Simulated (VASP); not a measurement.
# Si (Fd-3m) in VASP: elastic constants with PBE

Aim: the elastic constants of Si with PBE.

All numbers are computed with VASP 6.6.1; they aren't measurements. Logs are shortened: lines on timing, memory, paths and dates and some standing lists are left out, and cuts for length are marked.

## Step 1: The crystal as given

Symmetry: Fd-3m, No. 227, cubic system. Conventional cell: a = 5.427 Å, b = 5.427 Å, c = 5.427 Å, α = 90.00°, β = 90.00°, γ = 90.00°. Si (site symmetry -43m) has 4 Si at 2.35 Å as nearest neighbours.

## Step 2: Elastic constants, PBE

File POSCAR:

```
Si
1.0
    0.0000000000      2.7135600000      2.7135600000
    2.7135600000      0.0000000000      2.7135600000
    2.7135600000      2.7135600000      0.0000000000
Si
2
Direct
    0.7500000000      0.7500000000      0.7500000000
    0.5000000000      0.5000000000      0.5000000000
```

File INCAR.step1:

```
ALGO = Normal ; EDIFF = 1E-8
EDIFFG = -0.002 ; ENCUT = 600
GGA = PE ; IBRION = 2
ISIF = 3 ; ISMEAR = 0
LASPH = True ; LCHARG = False
LREAL = False ; LWAVE = False
NELM = 60 ; NSW = 40
PREC = Accurate ; SIGMA = 0.02
```

File INCAR.step2:

```
ALGO = Normal ; EDIFF = 1E-8
ENCUT = 600 ; GGA = PE
IBRION = 6 ; ISIF = 3
ISMEAR = 0 ; LASPH = True
LCHARG = False ; LREAL = False
LWAVE = False ; NELM = 60
NFREE = 2 ; NSW = 1
POTIM = 0.015 ; PREC = Accurate
SIGMA = 0.02
```

File KPOINTS:

```
k-points
0
Gamma
  10 10 10
```

Potentials or basis: VASP PAW PBE potentials, release 64 (Si).

The run is started by

```
$ cat potpaw_PBE.64/Si/POTCAR > POTCAR
$ cp INCAR.step1 INCAR
$ mpirun -np 1 vasp_std > vasp.out
$ cp CONTCAR POSCAR
$ cp INCAR.step2 INCAR
$ mpirun -np 1 vasp_std > vasp.out
```

OUTCAR:

```text
EDIFF = 1E-8
   ENCUT = 600
   GGA = PE
   IBRION = 6
   ISIF = 3
   ISMEAR = 0
   LASPH = True
   LREAL = False
   NELM = 60
   NFREE = 2
   NSW = 1
   POTIM = 0.015
   PREC = Accurate

 ion  position               nearest neighbor table
   1  0.750  0.750  0.750-   2 2.37   2 2.37   2 2.37   2 2.37
   2  0.500  0.500  0.500-   1 2.37   1 2.37   1 2.37   1 2.37

  LATTYP: Found a face centered cubic cell.
 ALAT       =     5.4686295905

  Lattice vectors:

 A1 = (   0.0000000000,   2.7343147952,   2.7343147952)
 A2 = (   2.7343147952,   0.0000000000,   2.7343147952)
 A3 = (   2.7343147952,   2.7343147952,   0.0000000000)

Analysis of symmetry for initial positions (statically):
=====================================================================
 Subroutine PRICEL returns:
 Original cell was already a primitive cell.

 Routine SETGRP: Setting up the symmetry group for a
 face centered cubic supercell.

 Subroutine GETGRP returns: Found 48 space group operations
 (whereof 24 operations were pure point group operations)
 out of a pool of 48 trial point group operations.

The static configuration has the point symmetry T_d .
 The point group associated with its full space group is O_h .

Analysis of symmetry for dynamics (positions and initial velocities):
=====================================================================
 Subroutine PRICEL returns:
 Original cell was already a primitive cell.

 Routine SETGRP: Setting up the symmetry group for a
 face centered cubic supercell.

 Subroutine GETGRP returns: Found 48 space group operations
 (whereof 24 operations were pure point group operations)
 out of a pool of 48 trial point group operations.

The dynamic configuration has the point symmetry T_d .
 The point group associated with its full space group is O_h .

 Subroutine INISYM returns: Found 48 space group operations
 (whereof 24 operations are pure point group operations),
 and found     1 'primitive' translations

----------------------------------------------------------------------------------------

                                     Primitive cell

  volume of cell :      40.8861

  direct lattice vectors                    reciprocal lattice vectors
     0.000000000  2.734314795  2.734314795    -0.182861169  0.182861169  0.182861169
     2.734314795  0.000000000  2.734314795     0.182861169 -0.182861169  0.182861169
     2.734314795  2.734314795  0.000000000     0.182861169  0.182861169 -0.182861169

  length of vectors
     3.866905067  3.866905067  3.866905067     0.316724836  0.316724836  0.316724836

  position of ions in fractional coordinates (direct lattice)
     0.750000000  0.750000000  0.750000000
     0.500000000  0.500000000  0.500000000

  ion indices of the primitive-cell ions
   primitive index   ion index
                 1           1
                 2           2

----------------------------------------------------------------------------------------

 KPOINTS: k-points

Automatic generation of k-mesh.
 Grid dimensions read from file:
 generate k-points for:   10   10   10

 Generating k-lattice:

  Cartesian coordinates                     Fractional coordinates (reciprocal lattice)
    -0.018286117  0.018286117  0.018286117     0.100000000  0.000000000  0.000000000
     0.018286117 -0.018286117  0.018286117     0.000000000  0.100000000  0.000000000
     0.018286117  0.018286117 -0.018286117     0.000000000  0.000000000  0.100000000

  Length of vectors
     0.031672484  0.031672484  0.031672484

  Shift w.r.t. Gamma in fractional coordinates (k-lattice)
     0.000000000  0.000000000  0.000000000

 Subroutine IBZKPT returns following result:
 ===========================================

 Found     47 irreducible k-points:

 Following reciprocal coordinates:
            Coordinates               Weight
  0.000000  0.000000  0.000000      1.000000
  0.100000  0.000000  0.000000      8.000000
[... 59 lines left out ...]
   IMIX   =      4    mixing-type and parameters
     AMIX     =   0.40;   BMIX     =  1.00
     AMIX_MAG =   1.60;   BMIX_MAG =  1.00
  volume/ion in A,a.u.               =      20.44       137.96
  Fermi-wavevector in a.u.,A,eV,Ry     =   0.950414  1.796023 12.289972  0.903287
  Thomas-Fermi vector in A             =   2.078789
   LORBIT       =      0    0 simple, 1 ext, 2 COOP (PROOUT), +10 PAW based schemes
   GGA     = PE    functional components
   LHFCALC =     F    Hartree Fock is set to
   AEXX    =    0.0000 exact exchange contribution
   IVDW    =     0    specifies the selected vdW correction
   LEPSILON=     F    determine dielectric tensor
   LRPA    =     F    only Hartree local field effects (RPA)
 finite differences with symmetry
 non-spin polarized calculation
 Gauss-broadening in eV      SIGMA  =   0.02
  energy-cutoff  :      600.00
  volume of cell :       40.89
 maximum number of plane-waves:      1387
   NGX = 15   NGY = 15   NGZ = 15

--------------------------------------- Ionic step        1  -------------------------------------------

 number of electron       8.0000000 magnetization

 Free energy of the ion-electron system (eV)
  ---------------------------------------------------
  ext. energy  EPLUGINS =         0.00000000
  ---------------------------------------------------
  free energy    TOTEN  =       -10.84933447 eV

  energy without entropy =      -10.84933447  energy(sigma->0) =      -10.84933447

------------------------ aborting loop because EDIFF is reached ----------------------------------------

  FORCE on cell =-STRESS in cart. coord.  units (eV):
  Direction    XX          YY          ZZ          XY          YZ          ZX
  --------------------------------------------------------------------------------------
  -------------------------------------------------------------------------------------
  Total        0.0013840      0.0013840      0.0013840     -0.0000000      0.0000000      0.0000000
  in kB        0.0542331      0.0542331      0.0542331     -0.0000000      0.0000000      0.0000000
  external PRESSURE =       0.0542331 kB  Pullay stress =       0.0000000 kB
[... 89 lines left out ...]
  FREE ENERGIE OF THE ION-ELECTRON SYSTEM (eV)
  ---------------------------------------------------
  free  energy   TOTEN  =       -10.8448884152 eV

  energy  without entropy=      -10.8448884152  energy(sigma->0) =      -10.84488842

[... ionic steps 4 to 12 ...]

--------------------------------------- Ionic step       13  -------------------------------------------

 number of electron       8.0000000 magnetization

------------------------ aborting loop because EDIFF is reached ----------------------------------------
[... 67 lines left out ...]
--------------------------------------- Ionic step       15  -------------------------------------------

 number of electron       8.0000000 magnetization

 Free energy of the ion-electron system (eV)
  ---------------------------------------------------
  ext. energy  EPLUGINS =         0.00000000
  ---------------------------------------------------
  free energy    TOTEN  =       -10.84786750 eV

  energy without entropy =      -10.84786750  energy(sigma->0) =      -10.84786750

 E-fermi :   5.8032     XC(G=0):  -9.3274

 val. band max:        5.6885122854   @ k =   0.0000   0.0000   0.0000
 cond. band min:       6.2325200384   @ k =   0.0000   0.4000   0.4000
 fundamental gap:      0.5440077530
 Fermi energy:         5.8031972007

 k-point     1 :       0.0000    0.0000    0.0000
  band No.  band energies     occupation
      1      -6.1985      2.00000
      2       5.5449      2.00000
      3       5.6172      2.00000
      4       5.6885      2.00000
      5       8.1308      0.00000
      6       8.1727      0.00000
      7       8.2163      0.00000
      8       8.7510      0.00000
[... 243 lines left out ...]
 k-point    24 :       0.4000    0.3000    0.0000
  band No.  band energies     occupation
      1      -4.0727      2.00000
      2       0.2062      2.00000
      3       2.8420      2.00000
      4       3.2323      2.00000
      5       6.6897      0.00000
      6       7.8806      0.00000
      7      12.4790      0.00000
      8      12.6377      0.00000

 [... further k-points ...]

------------------------ aborting loop because EDIFF is reached ----------------------------------------

  FORCE on cell =-STRESS in cart. coord.  units (eV):
  Direction    XX          YY          ZZ          XY          YZ          ZX
  --------------------------------------------------------------------------------------
  -------------------------------------------------------------------------------------
  Total        0.0009893      0.0044612      0.0044612      0.0000000      0.1353229      0.0000000
  in kB        0.0387681      0.1748191      0.1748191      0.0000000      5.3028127      0.0000000
  external PRESSURE =       0.1294687 kB  Pullay stress =       0.0000000 kB
[... 17 lines left out ...]
  FREE ENERGIE OF THE ION-ELECTRON SYSTEM (eV)
  ---------------------------------------------------
  free  energy   TOTEN  =       -10.8478674995 eV

  energy  without entropy=      -10.8478674995  energy(sigma->0) =      -10.84786750

 INTERNAL STRAIN TENSORS FROM STRAINED CELLS
 ============================================

 INTERNAL STRAIN TENSOR FOR ION    1 for displacements in x,y,z  (eV/Angst):
          X           Y           Z          XY          YZ          ZX
  --------------------------------------------------------------------------------
  x     0.00000     0.00000     0.00000     0.00000    -9.03502     0.00000
  y    -0.00000     0.00000     0.00000     0.00000     0.00000    -9.03489
  z    -0.00000     0.00000     0.00000    -9.03507    -0.00000    -0.00000

 INTERNAL STRAIN TENSORS FROM DISPLACED ATOMS
 ============================================

 INTERNAL STRAIN TENSOR FOR ION    1 for displacements in x,y,z  (eV/Angst):
          X           Y           Z          XY          YZ          ZX
  --------------------------------------------------------------------------------
  x     0.00000     0.00000     0.00000     0.00000    -9.02888     0.00000
  y     0.00000     0.00000     0.00000     0.00000     0.00000    -9.02888
  z     0.00000     0.00000     0.00000    -9.02888     0.00000     0.00000

 INTERNAL STRAIN TENSOR FOR ION    2 for displacements in x,y,z  (eV/Angst):
          X           Y           Z          XY          YZ          ZX
  --------------------------------------------------------------------------------
  x     0.00000     0.00000     0.00000     0.00000     9.02888     0.00000
  y     0.00000     0.00000     0.00000     0.00000     0.00000     9.02888
  z     0.00000     0.00000     0.00000     9.02888     0.00000     0.00000

 Eigenvectors and eigenvalues of the dynamical matrix
 ----------------------------------------------------

   1 f  =   15.064638 THz    94.653913 2PiTHz  502.502238 cm-1    62.302309 meV
             X         Y         Z           dx          dy          dz
      4.101472  4.101472  4.101472     0.000000   -0.707107    0.000000
      2.734315  2.734315  2.734315     0.000000    0.707107    0.000000
[... 21 lines left out ...]
   6 f  =    0.000000 THz     0.000000 2PiTHz    0.000000 cm-1     0.000000 meV
             X         Y         Z           dx          dy          dz
      4.101472  4.101472  4.101472     0.000000    0.000000    0.707107
      2.734315  2.734315  2.734315     0.000000    0.000000    0.707107

--------------------------------------------------------------------------------------------------------

 ELASTIC MODULI CONTR FROM IONIC RELAXATION (kBar)
 Direction    XX          YY          ZZ          XY          YZ          ZX
 --------------------------------------------------------------------------------
 XX           0.0000      0.0000      0.0000      0.0000      0.0000      0.0000
 YY           0.0000      0.0000      0.0000      0.0000      0.0000      0.0000
 ZZ           0.0000      0.0000      0.0000      0.0000      0.0000      0.0000
 XY           0.0000      0.0000      0.0000   -244.9865      0.0000      0.0000
 YZ           0.0000      0.0000      0.0000      0.0000   -244.9865      0.0000
 ZX           0.0000      0.0000      0.0000      0.0000      0.0000   -244.9865
 --------------------------------------------------------------------------------

 TOTAL ELASTIC MODULI (kBar)
 Direction    XX          YY          ZZ          XY          YZ          ZX
 --------------------------------------------------------------------------------
 XX        1532.4021    568.5437    568.5437      0.0000      0.0000      0.0000
 YY         568.5437   1532.4021    568.5437     -0.0000      0.0000      0.0000
 ZZ         568.5437    568.5437   1532.4021     -0.0000      0.0000      0.0000
 XY           0.0000     -0.0000     -0.0000    748.0330      0.0000      0.0000
 YZ           0.0000      0.0000      0.0000      0.0000    748.0330      0.0000
 ZX           0.0000      0.0000      0.0000      0.0000      0.0000    748.0330
 --------------------------------------------------------------------------------
```

Run time: 3.5 min. Hardware: 1 thread of Intel Xeon 6975P-C (Granite Rapids), shared host; peak memory 0.3 GiB.

Results:

```
Relaxed volume                         : 20.44 Å³/atom
Relaxed cell                           : a = 3.867 Å, b = 3.867 Å, c = 3.867 Å, α = 60.00°, β = 60.00°, γ = 60.00°
Space group after relaxing (to 0.05 Å) : Fd-3m (No. 227)
Elastic constants C11, C12, C44        : 153, 57, 75 GPa
Voigt bulk modulus                     : 89 GPa
Highest phonon frequency at Γ          : 503 cm⁻¹
```

The path:
```
step  energy change (eV)  largest force (eV/Å)  pressure (GPa)  volume (Å³)
   1              0.0000                0.0000            2.14        39.96
   2             -0.0033                0.0000           -1.33        41.53
   3             -0.0060                0.0000            0.00        40.89
```

Final structure:
```
Si
1.0
     0.00000    2.73431    2.73431
     2.73431    0.00000    2.73431
     2.73431    2.73431    0.00000
Si
2
Direct
  0.75000 0.75000 0.75000
  0.50000 0.50000 0.50000
```

Phonon frequencies in cm⁻¹ (negative: imaginary):
```tsv
q point	frequencies
(0.000, 0.000, 0.000)	0 0 0 503 503 503
```

Elastic tensor in Voigt notation (GPa, in the Cartesian axes of the cell as first typed):
```
153  57  57   0   0   0
 57 153  57   0   0   0
 57  57 153   0   0   0
  0   0   0  75   0   0
  0   0   0   0  75   0
  0   0   0   0   0  75
```

Clamped-ion elastic tensor (GPa):
```
153  57  57   0   0   0
 57 153  57   0   0   0
 57  57 153   0   0   0
  0   0   0  99   0   0
  0   0   0   0  99   0
  0   0   0   0   0  99
```
